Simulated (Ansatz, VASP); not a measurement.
**One calculation of CdSe, two programs**

File INCAR:

```
SYSTEM = CdSe
PREC = Accurate ; ENCUT = 520
EDIFF = 1E-6 ; ISMEAR = 0
SIGMA = 0.025 ; LREAL = .False.
LASPH = .True. ; NELM = 80
ALGO = Normal ; ISIF = 2
LWAVE = .False. ; LCHARG = .True.
GGA = PE ; LELF = .True.
LVHAR = .True. ; NBANDS = 16
```

File KPOINTS:

```
regular mesh
0
Gamma
  8 8 8
  0 0 0
```

POSCAR

```
CdSe
1.0
    0.0000000000      3.0702711986      3.0702711986
    3.0702711986      0.0000000000      3.0702711986
    3.0702711986      3.0702711986      0.0000000000
Cd Se
1 1
Direct
    0.0000000000      0.0000000000      0.0000000000
    0.2500000000      0.2500000000      0.2500000000
```

File input.yaml:

```yaml
crystal:
  lattice:
    - [0.0, 3.0702711986, 3.0702711986]
    - [3.0702711986, 0.0, 3.0702711986]
    - [3.0702711986, 3.0702711986, 0.0]
  atoms:
    - { symbol: Cd, position: [0.0, 0.0, 0.0] }
    - { symbol: Se, position: [0.25, 0.25, 0.25] }
kpoints:
  mp_grid: { grid: [8, 8, 8] }
scf:
  occupations: { method: gaussian, width: 0.025 }
hamiltonian:
  xc: pbe
  pseudopotentials: { kind: all_electron, lapw: { basis_error: 0.001 } }
output:
  forces: true
  stress: true
  eigenvalues: true
```

Measurements of this composition are mostly on another form, of space group No. 186.

Alike in both runs: task single point; functional PBE; k mesh 8 × 8 × 8; occupations gaussian, width 0.025 eV; no spin polarisation.

```csv
,VASP,Ansatz
version,VASP 6.6.1,Ansatz 0.2.0
potentials or method,"VASP PAW PBE potentials, release 64 (Cd, Se)","all-electron LAPW, scalar-relativistic"
plane-wave cutoff (eV),520,see its input
```

Ansatz gave:

* gap on the k mesh at the Fermi level (eV): 0.55
* least direct gap on the mesh (eV): 0.55
* pressure (GPa): 1.3

Q: What did VASP give for the same quantities?

A: gap on the k mesh at the Fermi level (eV): 0.55; least direct gap on the mesh (eV): 0.55; pressure (GPa): 1.6.

Ansatz ran all-electron here, so the differences hold the error of VASP's frozen core and of both bases.

Expect the measured gap to be larger: semilocal functionals such as PBE lack the derivative discontinuity.
